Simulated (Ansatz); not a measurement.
Is this FePt structure a true minimum?

The cell was reached from a generator's guess, though it ends in a space group that the Crystallography Open Database lists for this formula.

All numbers below come from DFT PBE, scalar-relativistic, plane waves, PAW in Ansatz. Plane waves to 420 eV, a k mesh through Γ of 20×20×14 on the computed 2-atom cell and Gaussian smearing (0.10 eV); collinear spin from starting moments 3.2 0.4 μB.

The cell below (2 atoms, space group P4/mmm (No. 123)) is relaxed within its symmetry.

```
Fe Pt
1.0
     2.72910    0.00000    0.00000
     0.00000    2.72910    0.00000
     0.00000    0.00000    3.76523
Fe Pt
1 1
Direct
  0.00000 0.00000 0.00000
  0.50000 0.50000 0.50000
```

For the test a repeat of it with 4 atoms (edges 2.73, 3.77, 5.46 Å) was strained at random (σ = 1.5 % a component), the atoms were moved at random (σ = 0.15 Å), and all was relaxed again on a coarse 8×6×4 mesh (in the run’s order of axes) with 0.20 eV smearing, with no symmetry imposed.

Spin–orbit coupling, which can matter for Pt, is left out. Another magnetic order may lie lower.

**Question.** Does it come back?

**Answer.** It returns, within 1 meV/atom of the unmoved cell on that mesh and with the same symmetry when read at 0.1 Å. So it is stable against the distortions that fit this cell and that this random move excites. Modes that don't fit the cell aren't tested.
